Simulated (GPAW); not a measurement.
# Pb (P6_3/mmc) in GPAW: further runs

One crystal, Pb, is run at these levels: PBEsol; tasks: relaxation of cell and atoms.

Everything below comes from runs of GPAW 26.7.0. Logs are shortened: lines on timing, memory, paths and dates and some standing lists are left out, and cuts for length are marked. The log counts tension as positive stress, the text compression.

**1. The structure**

The structure is hexagonal, space group P6_3/mmc (No. 194). The conventional cell has a = 3.480 Å, b = 3.480 Å, c = 5.590 Å, α = 90.00°, β = 90.00°, γ = 120.00°. Around Pb (site symmetry -6m2) lie 12 Pb at 3.44 to 3.48 Å.

This isn't the form of Pb at room conditions, which is fcc.

**2. Relaxation of cell and atoms, PBEsol**

Contents of run.py:

```python
from ase import Atoms
from ase.filters import FrechetCellFilter
from ase.io import write
from ase.optimize import BFGS
from gpaw import GPAW, PW, setup_paths

setup_paths.insert(0, '.')

atoms = Atoms(['Pb', 'Pb'],
              cell=[[3.48, 0.0, 0.0],
                    [-1.74, 3.0137684052, 0.0],
                    [0.0, 0.0, 5.59]],
              scaled_positions=[[0.6666666667, 0.3333333333, 0.75],
                                [0.3333333333, 0.6666666667, 0.25]],
              pbc=True)

calc = GPAW(mode=PW(600),
            xc='PBEsol',
            kpts={'size': (7, 7, 4), 'gamma': True},
            occupations={'name': 'fermi-dirac', 'width': 0.05},
            nbands=24,
            convergence={'density': 1e-05, 'forces': 0.0001},
            maxiter=150,
            txt='gpaw.txt')
atoms.calc = calc
opt = BFGS(FrechetCellFilter(atoms), trajectory='relax.traj', logfile='-')
done = opt.run(fmax=0.02, steps=60)
calc.write('gs.gpw')
write('result.traj', atoms)
print('Converged:', done)
print('Cell:', atoms.cell.cellpar().round(4))
print('Volume:', round(atoms.get_volume(), 4))
print(atoms.get_scaled_positions().round(5))
```

Potentials or basis: PAW data sets generated in the run's folder for this functional, pw.

Started as:

```bash
gpaw-setup -f PBEsol Pb
OMP_NUM_THREADS=1 python run.py
```

gpaw.txt:

```text
__  _  _
 | _ |_)|_||  |
 |__||  | ||/\| - 26.7.0

Input parameters:
  mode=PW(ecut=600.0),
  convergence={'density': 1e-05, 'forces': 0.0001},
  kpts=MonkhorstPack(size=(7, 7, 4), gamma=True),
  maxiter=150,
  nbands=24,
  occupations=Occupations(name='fermi-dirac', width=0.05),
  xc=XC(name='PBEsol')

Diagonalizing LCAO Hamiltonian
Converting LCAO to pw mode

           Pb

        Pb

Atoms  # Å, Bohr magnetons
|   | symbol |         x |        y |        z |    initial magnetic moments |
|---|--------|-----------|----------|----------|-----------------------------|
| 0 |     Pb |  1.740000 | 1.004589 | 4.192500 | ( 0.0000,  0.0000,  0.0000) |
| 1 |     Pb | -0.000000 | 2.009179 | 1.397500 | ( 0.0000,  0.0000,  0.0000) |

Unit cell  # Å
| periodic |         x |        y |        z |  lengths |     angles |
|----------|-----------|----------|----------|----------|------------|
|      yes |  3.480000 | 0.000000 | 0.000000 | 3.480000 |  90.000000 |
|      yes | -1.740000 | 3.013768 | 0.000000 | 3.480000 |  90.000000 |
|      yes |  0.000000 | 0.000000 | 5.590000 | 5.590000 | 120.000000 |

Number of symmetries: 12
Symmetry operations  # r_c * U_cc + t_c -> r_c
|    | kind |            matrix            |
|----|------|------------------------------|
|  0 |  σ   |  1, 1, 0,  0,-1, 0,  0, 0, 1 |
|  1 |  S6  |  1, 1, 0, -1, 0, 0,  0, 0,-1 |
|  2 |  E   |  1, 0, 0,  0, 1, 0,  0, 0, 1 |
|  3 |  C2  |  1, 0, 0, -1,-1, 0,  0, 0,-1 |
|  4 |  C2  |  0, 1, 0,  1, 0, 0,  0, 0,-1 |
|  5 |  C3  |  0, 1, 0, -1,-1, 0,  0, 0, 1 |
|  6 |  S6  |  0,-1, 0,  1, 1, 0,  0, 0,-1 |
|  7 |  σ   |  0,-1, 0, -1, 0, 0,  0, 0, 1 |
|  8 |  σ   | -1, 0, 0,  1, 1, 0,  0, 0, 1 |
|  9 |  i   | -1, 0, 0,  0,-1, 0,  0, 0,-1 |
| 10 |  C3  | -1,-1, 0,  1, 0, 0,  0, 0, 1 |
| 11 |  C2  | -1,-1, 0,  0, 1, 0,  0, 0,-1 |
[... 147 lines left out ...]
|          5 |        -9.144 |     2.000 |
|          6 |        -9.103 |     2.000 |
|          7 |        -9.103 |     2.000 |
|          8 |        -8.905 |     2.000 |
|          9 |        -8.905 |     2.000 |
|         10 |        -4.112 |     2.000 |
[... 8 lines left out ...]
|         19 |        16.900 |     0.000 |
|         20 |        19.410 |     0.000 |
|        ... |               |           |
|         23 |        20.653 |     0.000 |

No gap
No difference between direct/indirect transitions

Stress tensor  # eV/Ang^3
|         x |         y |        z |
|-----------|-----------|----------|
| -0.004901 | -0.000000 | 0.000000 |
| -0.000000 | -0.004901 | 0.000000 |
|  0.000000 |  0.000000 | 0.001277 |

Forces  # eV/Ang
|        x |        y |        z |
|----------|----------|----------|
|  0.00000 |  0.00000 |  0.00006 |  # Pb   0
| -0.00000 | -0.00000 | -0.00006 |  # Pb   1

Interpolating wave functions to new cell

           Pb

        Pb

Atoms  # Å, Bohr magnetons
|   | symbol |         x |        y |        z |    initial magnetic moments |
|---|--------|-----------|----------|----------|-----------------------------|
| 0 |     Pb |  1.741787 | 1.005621 | 4.191380 | ( 0.0000,  0.0000,  0.0000) |
| 1 |     Pb | -0.000000 | 2.011242 | 1.397126 | ( 0.0000,  0.0000,  0.0000) |
[... 170 lines left out ...]
|          5 |        -9.164 |     2.000 |
|          6 |        -9.125 |     2.000 |
|          7 |        -9.125 |     2.000 |
|          8 |        -8.926 |     2.000 |
|          9 |        -8.926 |     2.000 |
|         10 |        -4.121 |     2.000 |
[... 8 lines left out ...]
|         19 |        16.865 |     0.000 |
|         20 |        19.381 |     0.000 |
|        ... |               |           |
|         23 |        20.636 |     0.000 |

No gap
No difference between direct/indirect transitions

Stress tensor  # eV/Ang^3
|         x |         y |         z |
|-----------|-----------|-----------|
| -0.004096 | -0.000000 |  0.000000 |
| -0.000000 | -0.004096 | -0.000000 |
|  0.000000 | -0.000000 |  0.001446 |

Forces  # eV/Ang
|        x |       y |        z |
|----------|---------|----------|
|  0.00000 | 0.00000 |  0.00002 |  # Pb   0
| -0.00000 | 0.00000 | -0.00002 |  # Pb   1

Interpolating wave functions to new cell

           Pb

        Pb

Atoms  # Å, Bohr magnetons
|   | symbol |         x |        y |        z |    initial magnetic moments |
|---|--------|-----------|----------|----------|-----------------------------|
| 0 |     Pb |  1.751811 | 1.011409 | 4.182949 | ( 0.0000,  0.0000,  0.0000) |
| 1 |     Pb | -0.000000 | 2.022817 | 1.394312 | ( 0.0000,  0.0000,  0.0000) |

Unit cell  # Å
| periodic |         x |         y |         z |  lengths |     angles |
|----------|-----------|-----------|-----------|----------|------------|
|      yes |  3.503622 | -0.000000 | -0.000000 | 3.503622 |  90.000000 |
|      yes | -1.751811 |  3.034226 |  0.000000 | 3.503622 |  90.000000 |
|      yes |  0.000000 |  0.000000 |  5.577262 | 5.577262 | 120.000000 |
[... 164 lines left out ...]
|          5 |        -9.269 |     2.000 |
|          6 |        -9.237 |     2.000 |
|          7 |        -9.237 |     2.000 |
|          8 |        -9.037 |     2.000 |
|          9 |        -9.037 |     2.000 |
|         10 |        -4.167 |     2.000 |
[... 8 lines left out ...]
|         19 |        16.677 |     0.000 |
|         20 |        19.235 |     0.000 |
|        ... |               |           |
|         23 |        20.590 |     0.000 |

No gap
No difference between direct/indirect transitions

Stress tensor  # eV/Ang^3
|        x |         y |         z |
|----------|-----------|-----------|
| 0.000193 |  0.000000 |  0.000000 |
| 0.000000 |  0.000193 | -0.000000 |
| 0.000000 | -0.000000 |  0.001962 |

Forces  # eV/Ang
|        x |        y |        z |
|----------|----------|----------|
|  0.00000 | -0.00000 |  0.00000 |  # Pb   0
| -0.00000 |  0.00000 | -0.00000 |  # Pb   1

Interpolating wave functions to new cell

           Pb

        Pb

Atoms  # Å, Bohr magnetons
|   | symbol |         x |        y |        z |    initial magnetic moments |
|---|--------|-----------|----------|----------|-----------------------------|
| 0 |     Pb |  1.752226 | 1.011648 | 4.180778 | ( 0.0000,  0.0000,  0.0000) |
| 1 |     Pb | -0.000000 | 2.023297 | 1.393588 | ( 0.0000,  0.0000,  0.0000) |

Unit cell  # Å
| periodic |         x |        y |         z |  lengths |     angles |
|----------|-----------|----------|-----------|----------|------------|
|      yes |  3.504453 | 0.000000 | -0.000000 | 3.504453 |  90.000000 |
|      yes | -1.752226 | 3.034945 |  0.000000 | 3.504453 |  90.000000 |
|      yes |  0.000000 | 0.000000 |  5.574366 | 5.574366 | 120.000000 |

Number of symmetries: 12
Symmetry operations  # r_c * U_cc + t_c -> r_c
|    | kind |            matrix            |
|----|------|------------------------------|
|  0 |  σ   |  1, 1, 0,  0,-1, 0,  0, 0, 1 |
|  1 |  S6  |  1, 1, 0, -1, 0, 0,  0, 0,-1 |
|  2 |  E   |  1, 0, 0,  0, 1, 0,  0, 0, 1 |
|  3 |  C2  |  1, 0, 0, -1,-1, 0,  0, 0,-1 |
|  4 |  C2  |  0, 1, 0,  1, 0, 0,  0, 0,-1 |
|  5 |  C3  |  0, 1, 0, -1,-1, 0,  0, 0, 1 |
|  6 |  S6  |  0,-1, 0,  1, 1, 0,  0, 0,-1 |
|  7 |  σ   |  0,-1, 0, -1, 0, 0,  0, 0, 1 |
|  8 |  σ   | -1, 0, 0,  1, 1, 0,  0, 0, 1 |
|  9 |  i   | -1, 0, 0,  0,-1, 0,  0, 0,-1 |
| 10 |  C3  | -1,-1, 0,  1, 0, 0,  0, 0, 1 |
| 11 |  C2  | -1,-1, 0,  0, 1, 0,  0, 0,-1 |
[... 164 lines left out ...]
No gap
No difference between direct/indirect transitions

Stress tensor  # eV/Ang^3
|        x |        y |        z |
|----------|----------|----------|
| 0.000300 | 0.000000 | 0.000000 |
| 0.000000 | 0.000300 | 0.000000 |
| 0.000000 | 0.000000 | 0.001711 |

Forces  # eV/Ang
|        x |       y |        z |
|----------|---------|----------|
| -0.00000 | 0.00000 | -0.00003 |  # Pb   0
|  0.00000 | 0.00000 |  0.00003 |  # Pb   1

Interpolating wave functions to new cell

           Pb

        Pb

Atoms  # Å, Bohr magnetons
|   | symbol |         x |        y |        z |    initial magnetic moments |
|---|--------|-----------|----------|----------|-----------------------------|
| 0 |     Pb |  1.752955 | 1.012069 | 4.169884 | ( 0.0000,  0.0000,  0.0000) |
| 1 |     Pb | -0.000000 | 2.024138 | 1.389959 | ( 0.0000,  0.0000,  0.0000) |

Unit cell  # Å
| periodic |         x |         y |         z |  lengths |     angles |
|----------|-----------|-----------|-----------|----------|------------|
|      yes |  3.505910 | -0.000000 | -0.000000 | 3.505910 |  90.000000 |
|      yes | -1.752955 |  3.036207 | -0.000000 | 3.505910 |  90.000000 |
|      yes |  0.000000 | -0.000000 |  5.559843 | 5.559843 | 120.000000 |
[... 164 lines left out ...]
|          5 |        -9.248 |     2.000 |
|          6 |        -9.219 |     2.000 |
|          7 |        -9.219 |     2.000 |
|          8 |        -9.015 |     2.000 |
|          9 |        -9.015 |     2.000 |
|         10 |        -4.159 |     2.000 |
[... 8 lines left out ...]
|         19 |        16.675 |     0.000 |
|         20 |        19.258 |     0.000 |
|        ... |               |           |
|         23 |        20.716 |     0.000 |

No gap
No difference between direct/indirect transitions

Stress tensor  # eV/Ang^3
|        x |         y |        z |
|----------|-----------|----------|
| 0.000234 |  0.000000 | 0.000000 |
| 0.000000 |  0.000234 | 0.000000 |
| 0.000000 | -0.000000 | 0.000193 |

Forces  # eV/Ang
|       x |        y |        z |
|---------|----------|----------|
| 0.00000 | -0.00000 | -0.00003 |  # Pb   0
| 0.00000 |  0.00000 |  0.00003 |  # Pb   1

# Writing to gs.gpw (mode='')
```

Run time: 32 s. Hardware: 1 thread of AMD EPYC 9R45 (Zen 5), shared host; peak memory 0.27 GiB.

Results:

* Free energy: -8.4797 eV
* Relaxed volume: 29.59 Å³/atom
* Relaxed cell: a = 3.506 Å, b = 3.506 Å, c = 5.560 Å, α = 90.00°, β = 90.00°, γ = 120.00°
* Space group after relaxing (to 0.05 Å): P6_3/mmc (No. 194)
* Energy gained by relaxing: 1.4 meV/atom
* Ionic steps: 5
* Pressure after relaxing: 0.0 GPa
* Band gap on the k mesh: none (metal or under the smearing width)

The path:
| step | energy change (eV) | largest force (eV/Å) | pressure (GPa) | volume (Å³) |
| --- | --- | --- | --- | --- |
| 1 | 0.0000 | 0.0001 | 0.46 | 58.63 |
| 2 | -0.0006 | 0.0000 | 0.36 | 58.73 |
| 3 | -0.0025 | 0.0000 | -0.13 | 59.29 |
| 4 | -0.0025 | 0.0000 | -0.12 | 59.29 |
| 5 | -0.0027 | 0.0000 | -0.04 | 59.18 |

Final structure:
```
Pb
1.0
     3.50591    0.00000    0.00000
    -1.75295    3.03621    0.00000
     0.00000    0.00000    5.55984
Pb
2
Cartesian
  1.7530 1.0121 4.1699
  0.0000 2.0241 1.3900
```

Levels at points of the mesh, in eV from the Fermi level:
| k point | band 11 | band 12 | band 13 | band 14 | band 15 | band 16 | band 17 | band 18 |
| --- | --- | --- | --- | --- | --- | --- | --- | --- |
| (0.00, 0.00, 0.00) | -12.00 | -7.93 | -4.39 | 5.21 | 5.21 | 7.14 | 7.14 | 8.13 |
| (0.00, 0.00, 0.50) | -10.70 | -10.70 | 1.02 | 1.02 | 6.14 | 6.14 | 6.14 | 6.14 |

Caveat: later steps reuse the first step's grids.

**3. Relaxation of cell and atoms, PBEsol, target pressure 2 GPa, at which the enthalpy is minimised**

Edit run.py of step 2 so:

```diff
@@ -4,2 +4,3 @@
 from ase.optimize import BFGS
+from ase.units import GPa
 from gpaw import GPAW, PW, setup_paths
@@ -25,3 +26,3 @@
 atoms.calc = calc
-opt = BFGS(FrechetCellFilter(atoms), trajectory='relax.traj', logfile='-')
+opt = BFGS(FrechetCellFilter(atoms, scalar_pressure=2 * GPa), trajectory='relax.traj', logfile='-')
 done = opt.run(fmax=0.02, steps=60)
```

Potentials or basis: PAW data sets generated in the run's folder for this functional, pw.

Started as:

```bash
gpaw-setup -f PBEsol Pb
OMP_NUM_THREADS=1 python run.py
```

It took 39 s on 1 thread of AMD EPYC 9R45 (Zen 5), shared host; peak memory 0.27 GiB.

Results (log left out):

- Free energy: -8.4673 eV
- Relaxed volume: 28.52 Å³/atom
- Relaxed cell: a = 3.462 Å, b = 3.462 Å, c = 5.495 Å, α = 90.00°, β = 90.00°, γ = 120.00°
- Space group after relaxing (to 0.05 Å): P6_3/mmc (No. 194)
- Energy change on relaxing (the enthalpy is what falls): +4.7 meV/atom
- Ionic steps: 6
- Pressure after relaxing: 2.0 GPa
- Band gap on the k mesh: none (metal or under the smearing width)

Step by step:
```tsv
step	energy change (eV)	largest force (eV/Å)	pressure (GPa)	volume (Å³)
1	0.0000	0.0001	0.46	58.63
2	0.0009	0.0000	0.77	58.27
3	0.0120	0.0000	2.14	56.88
4	0.0111	0.0000	2.07	56.94
5	0.0093	0.0000	1.95	57.06
6	0.0094	0.0000	1.96	57.05
```

Final structure:
```
Pb
1.0
     3.46245    0.00000    0.00000
    -1.73122    2.99857    0.00000
     0.00000    0.00000    5.49480
Pb
2
Cartesian
  1.7312 0.9995 4.1211
  0.0000 1.9990 1.3737
```

Levels at points of the mesh, in eV from the Fermi level:
| k point | band 11 | band 12 | band 13 | band 14 | band 15 | band 16 | band 17 | band 18 |
| --- | --- | --- | --- | --- | --- | --- | --- | --- |
| (0.00, 0.00, 0.00) | -12.25 | -7.95 | -4.57 | 5.43 | 5.43 | 7.44 | 7.44 | 8.48 |
| (0.00, 0.00, 0.50) | -10.90 | -10.90 | 1.11 | 1.11 | 6.40 | 6.40 | 6.40 | 6.40 |

Caveat: later steps reuse the first step's grids.

**4. Relaxation of cell and atoms, PBEsol, target pressure 5 GPa, at which the enthalpy is minimised**

Edit run.py of step 3 so:

```diff
@@ -26,3 +26,3 @@
 atoms.calc = calc
-opt = BFGS(FrechetCellFilter(atoms, scalar_pressure=2 * GPa), trajectory='relax.traj', logfile='-')
+opt = BFGS(FrechetCellFilter(atoms, scalar_pressure=5 * GPa), trajectory='relax.traj', logfile='-')
 done = opt.run(fmax=0.02, steps=60)
```

Started as:

```bash
gpaw-setup -f PBEsol Pb
OMP_NUM_THREADS=1 python run.py
```

Wall time 41 s (1 thread of AMD EPYC 9R45 (Zen 5), shared host); peak memory 0.26 GiB.

Results (log left out):

* Free energy: -8.4129 eV
* Relaxed volume: 27.25 Å³/atom
* Relaxed cell: a = 3.410 Å, b = 3.410 Å, c = 5.410 Å, α = 90.00°, β = 90.00°, γ = 120.00°
* Space group after relaxing (to 0.05 Å): P6_3/mmc (No. 194)
* Energy change on relaxing (the enthalpy is what falls): +31.8 meV/atom
* Ionic steps: 6
* Pressure after relaxing: 5.0 GPa
* Band gap on the k mesh: none (metal or under the smearing width)

Step by step:
```csv
step,energy change (eV),largest force (eV/Å),pressure (GPa),volume (Å³)
1,0.0000,0.0001,0.46,58.63
2,0.0055,0.0000,1.42,57.59
3,0.0750,0.0000,5.44,54.16
4,0.0645,0.0000,5.01,54.48
5,0.0639,0.0000,4.98,54.50
6,0.0635,0.0000,4.98,54.50
```

Final structure:
```yaml
crystal:
  lattice:
    - [3.41048, 0.00000, 0.00000]
    - [-1.70524, 2.95356, 0.00000]
    - [0.00000, 0.00000, 5.41021]
  atoms:
    - { symbol: Pb, position: [0.66667, 0.33333, 0.75000] }
    - { symbol: Pb, position: [0.33333, 0.66667, 0.25000] }
```

Levels at points of the mesh, in eV from the Fermi level:
```tsv
k point	band 10	band 11	band 12	band 13	band 14	band 15	band 16	band 17	band 18	band 19
(0.00, 0.00, 0.00)	-16.83	-12.58	-7.96	-4.79	5.70	5.70	7.82	7.82	8.95	8.98
(0.00, 0.00, 0.50)	-16.91	-11.16	-11.16	1.24	1.24	6.71	6.71	6.71	6.71	9.19
```

Caveat: later steps reuse the first step's grids.

(Continued in part 2 of 2.)
